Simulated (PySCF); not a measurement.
Assigning NMR signals

Geometry:
```
atom   x (Å)   y (Å)   z (Å)
  C1   1.877   0.301   0.569
  C2   0.671   0.681   0.193
  C3  -0.250  -0.137  -0.653
  C4  -1.540  -0.468   0.098
  H5   2.289  -0.649   0.268
  H6   2.508   0.920   1.184
  H7   0.278   1.639   0.510
  H8  -0.501   0.425  -1.558
  H9   0.247  -1.061  -0.954
 H10  -1.317  -1.043   0.994
 H11  -2.208  -1.053  -0.529
 H12  -2.053   0.444   0.395
```

- spin–spin couplings from B3LYP/pcJ-1 (without the spin–dipole term)
- coordinates at the GFN2-xTB level
- σ from GIAO-PBE0/pcSseg-1
- run in PySCF 2.14
- averaged over atoms made equivalent by symmetry, fast rotation or ring inversion, a single conformation, gas phase, non-relativistic

Scale: TMS for ¹³C (186.93 ppm), ¹H (31.72 ppm) (reference shieldings calculated alike).

(1) Assign these signals to the numbered atoms. ¹³C{¹H} NMR (computed): δ 150.2, 120.2, 34.1, 17.4.

(2) Assign these signals to the numbered atoms. ¹H NMR (300 MHz, computed): δ 6.15 (ddt, J = 17.4, 11.2, 7.8 Hz, 1H), 5.38 (dt, J = 17.4, 1.6 Hz, 1H), 5.20 (dt, J = 11.2, 1.2 Hz, 1H), 2.13 (quint of t, J = 7.9, 1.4 Hz, 2H), 1.06 (t, J = 7.9 Hz, 3H).

## Answers

(1) 
150.2 → C2, alkene CH: as expected for a trigonal carbon in a double bond
120.2 → C1, terminal =CH2 carbon: the olefinic region
34.1 → C3, allylic sp3 CH2: aliphatic region, no heteroatom directly attached
17.4 → C4, methyl carbon: aliphatic region, no heteroatom directly attached

(2) 
6.15 → H7, hydrogen on an alkene CH: attached to an sp2 carbon and in the plane of the double bond
5.38 → H5, hydrogen on a terminal =CH2 carbon: olefinic region
5.20 → H6, hydrogen on a terminal =CH2 carbon
2.13 → H8/H9, hydrogen on an allylic sp3 CH2: allylic position
1.06 → H10/H11/H12, hydrogen on a methyl carbon

Multiplet labels drop couplings under 1 Hz and merge nearly equal ones. Unscaled 3J(H,H) at this level run about 10 % above measured values. Shifts are as computed. Against solution values, carbons near 30 ppm lie about +3 ppm off and those near 130 ppm about +5 ppm. Of 1211 compounds with measured shifts, 218 miss one by over three times the rms of a fit or turn the order of signals round; such compounds aren't used in these exercises. Couplings across =CH–CH2 type bonds come from one rotamer and its mirror image, and can be 1–2 Hz further off.
